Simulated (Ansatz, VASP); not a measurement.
## Two plane-wave programs on Ru

```xyz
2
Lattice="2.7058 0.0000 0.0000 -1.3529 2.3433 0.0000 0.0000 0.0000 4.2819" Properties=species:S:1:pos:R:3 pbc="T T T"
Ru    0.0000    1.5622    1.0705
Ru    1.3529    0.7811    3.2114
```

Alike in both runs: task single point; functional PBEsol; k mesh 10 × 10 × 6; no spin polarisation.

|  | VASP | Ansatz |
| --- | --- | --- |
| version | VASP 6.6.1 | Ansatz 0.2.0 |
| potentials or method | VASP PAW PBE potentials, release 64 (Ru_pv) | plane waves, PAW |
| plane-wave cutoff (eV) | 520 | 420 |
| occupations | methfessel-paxton of order 1, width 0.02 eV | cold, width 0.02 eV |
| valence electrons in the cell | 28 | 32 |

|  | VASP | Ansatz | Ansatz less VASP |
| --- | --- | --- | --- |
| pressure (GPa) | -6.3 | -6.2 | +0.10 |
| largest component of the traceless stress (GPa) | 3.55 | 3.53 | -0.023 |

The two sets of potentials don't hold the same shells in valence. Ansatz warned: «structure_snapped_to_symmetry».

Caveats: the PAW data sets were made with another functional, which shifts forces and pressure a little (VASP).
